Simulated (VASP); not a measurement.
Si, 2 atoms in the cell. It takes space group Fd-3m (No. 227, cubic). The conventional cell has a = 5.427 Å, b = 5.427 Å, c = 5.427 Å, α = 90.00°, β = 90.00°, γ = 90.00°. Around Si (site symmetry -43m) lie 4 Si at 2.35 Å. 

- Program: VASP 6.6.1
- Task: relaxation of cell and atoms
- Functional: PBE
- Dispersion: D3(BJ)
- Potentials or basis: VASP PAW PBE potentials, release 64 (Si)
- Cutoff: 600 eV
- k mesh: 10 × 10 × 10
- Occupations: gaussian, width 0.03 eV
- Spin: no spin polarisation
- Further INCAR settings: ALGO = Normal; EDIFF = 1e-06; IBRION = 2; EDIFFG = -0.01; NSW = 90; ISIF = 3

Potentials or basis: VASP PAW PBE potentials, release 64 (Si).

Command:

```sh
$ cat potpaw_PBE.64/Si/POTCAR > POTCAR
$ mpirun -np 1 vasp_std > vasp.out
```

Hardware: 1 thread of Intel(R) Xeon(R) Platinum 8488C (Sapphire Rapids), with other jobs on the host.

**Question.** Estimate the wall time of this run.

**Answer.** It took 12 s on 1 thread of Intel(R) Xeon(R) Platinum 8488C (Sapphire Rapids), with other jobs on the host, peak memory 0.18 GiB. Counts: scf iterations 19, k points 47, ion steps 3.
